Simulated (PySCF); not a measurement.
A series of derivatives of CCC=O

Parent skeleton `[CH3:1][CH2:2][CH:3]=[O:4]`; one hydrogen on atom 2 is replaced by X. Hydrogens on one atom are averaged.

- PBE0/pcSseg-1 with gauge-including orbitals
- coordinates at the GFN2-xTB level
- program: PySCF 2.14
- averaged over atoms made equivalent by symmetry, fast rotation or ring inversion, a single conformation, non-relativistic Hamiltonian, no solvent model

Shifts are taken against calculated references (same method and geometry level): $^{13}$C, $^{1}$H against TMS; $^{17}$O vs H2O.

Parent (X = H): C1 7.7, C2 43.0, C3 205.9, O4 690.5, H(C1) 1.08, H(C2) 2.43, H(C3) 10.19 ppm. Effects are Δδ = δ(X) − δ(H), positive for deshielding.

Question: Give Δδ (ppm) for X = allyl, ethynyl, CH2OCH3.

Answer: 
```csv
X,SMILES,C1,C2,C3,O4,H(C1),H(C2),H(C3)
allyl,C=CC[C@@H](C)C=O,+8.0,+4.4,+4.6,+4.2,+0.00,-0.44,+0.04
ethynyl,C#C[C@H](C)C=O,+9.9,-2.0,-5.5,-5.1,+0.33,+0.63,-0.73
CH2OCH3,COC[C@H](C)C=O,+6.7,+9.5,+2.6,-7.6,+0.19,-0.03,-0.26
```

Question: Which position responds most, and to which substituents?

Answer: O4: from -7.6 ppm with CH2OCH3 to +4.2 ppm with allyl.

Unscaled 17O shifts of doubly bonded oxygen tend to come out too high, by tens of ppm or more. Experimental scales use liquid or dissolved standards, which lie at an offset from isolated H2O (liquid H2O: subtract about 36 ppm).
